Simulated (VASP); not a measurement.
SnSe:

```
CELL_PARAMETERS angstrom
0.00000 3.01000 3.01000
3.01000 0.00000 3.01000
3.01000 3.01000 0.00000
ATOMIC_POSITIONS crystal
Sn 0.00000 0.00000 0.00000
Se 0.50000 0.50000 0.50000
```

The cell was built by a generator and needn't be a form met in nature.

| Property | Result |
| --- | --- |
| Program | VASP 6.6.1 |
| Task | relaxation of cell and atoms |
| Functional | LDA |
| Potentials or basis | VASP PAW LDA potentials, release 64 (Sn_d, Se) |
| Cutoff | 600 eV |
| k mesh | 10 × 10 × 10 |
| Occupations | gaussian, width 0.03 eV |
| Spin | no spin polarisation |

At the start: pressure -3.1 GPa; volume 27.27 Å³/atom.

Task: Where does the relaxation end?

Result: Over 3 steps the energy falls by 16.4 meV/atom and the volume is 25.68 Å³/atom (-5.8 %); space group Fm-3m (No. 225, to 0.05 Å).

The path:
```
step  energy change (eV)  largest force (eV/Å)  pressure (GPa)  volume (Å³)
   1              0.0000                0.0000           -3.12        54.54
   2             -0.0297                0.0000            1.12        50.46
   3             -0.0328                0.0000            0.02        51.36
```

Final structure:
```yaml
crystal:
  lattice:
    - [0.00000, 2.95033, 2.95033]
    - [2.95033, 0.00000, 2.95033]
    - [2.95033, 2.95033, 0.00000]
  atoms:
    - { symbol: Sn, position: [0.00000, 0.00000, 0.00000] }
    - { symbol: Se, position: [0.50000, 0.50000, 0.50000] }
```
